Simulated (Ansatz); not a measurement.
**Sr: comparing deformations**

All numbers below come from DFT PBE, scalar-relativistic, plane waves, PAW in Ansatz 0.2.0. Cutoff 420 eV, Γ-centred 14×14×14 k-points, Gaussian smearing of 0.15 eV. No spin polarisation. Energies are free energies at this smearing, counted from the undisturbed cell; pressure is positive in compression.

Reference structure (as given, not relaxed at this level; it stands at -0.3 GPa):

```yaml
crystal:
  lattice:
    - [0.00000, 3.04235, 3.04235]
    - [3.04235, 0.00000, 3.04235]
    - [3.04235, 3.04235, 0.00000]
  atoms:
    - { symbol: Sr, position: [0.00000, 0.00000, 0.00000] }
```

The cell is strained by ε times a Voigt pattern (xx, yy, zz, yz, xz, xy; engineering shear) with fractional coordinates fixed. τ = (1/V0) dE/dε comes from the stress tensor. Of each scan, only the three points used here are listed.

| pattern | ε | τ (GPa) |
| --- | --- | --- |
| (0, 0, 0, 0, 0, 1) | -0.0050 | -0.050 |
| (0, 0, 0, 0, 0, 1) | 0.0000 | 0.000 |
| (0, 0, 0, 0, 0, 1) | 0.0050 | 0.050 |
| (0, 0, 0, 0, 1, 0) | -0.0025 | -0.025 |
| (0, 0, 0, 0, 1, 0) | 0.0000 | 0.000 |
| (0, 0, 0, 0, 1, 0) | 0.0025 | 0.025 |
| (1, 1, 0, 0, 0, 0) | -0.0250 | -0.686 |
| (1, 1, 0, 0, 0, 0) | 0.0000 | 0.576 |
| (1, 1, 0, 0, 0, 0) | 0.0250 | 1.668 |
| (0, 0, 1, 0, 0, 0) | -0.0250 | -0.068 |
| (0, 0, 1, 0, 0, 0) | 0.0000 | 0.288 |
| (0, 0, 1, 0, 0, 0) | 0.0250 | 0.640 |

Task: Which constants do the scans give, and which deformation costs least for the same size of strain tensor?

Result: The slope dτ/dε at zero (parabola through three points) is pᵀCp: (0, 0, 0, 0, 0, 1) gives C44 = 10.0 GPa; (0, 0, 0, 0, 1, 0) gives C44 = 10.0 GPa; (1, 1, 0, 0, 0, 0) gives 2(C11 + C12) = 47 GPa; (0, 0, 1, 0, 0, 0) gives C11 = 14.2 GPa. The size of the strain tensor, ε:ε, is ε² times 0.5, 0.5, 2.0, 1.0. Per unit of it the stiffnesses are 20.0, 20.0, 24, 14.2 GPa, so (0, 0, 1, 0, 0, 0) is the softest of these: at ε:ε = (1 %)² the quadratic term costs 0.25 meV/atom against 0.41 for the stiffest. The starting stress shifts them by about its own size.

Task: What else follows for this cubic crystal?

Result: From the unrounded slopes C11 = 14.2 and C12 = 9.4 GPa, so B = (C11 + 2 C12)/3 = 11 GPa and the Poisson ratio for a pull along a cube edge is C12/(C11 + C12) = 0.40.

Task: How anisotropic is this cubic crystal?

Result: Zener's ratio 2 C44/(C11 − C12) = 4.17; it is 1 for an isotropic solid.

In a metal these slopes depend on the k mesh and the smearing.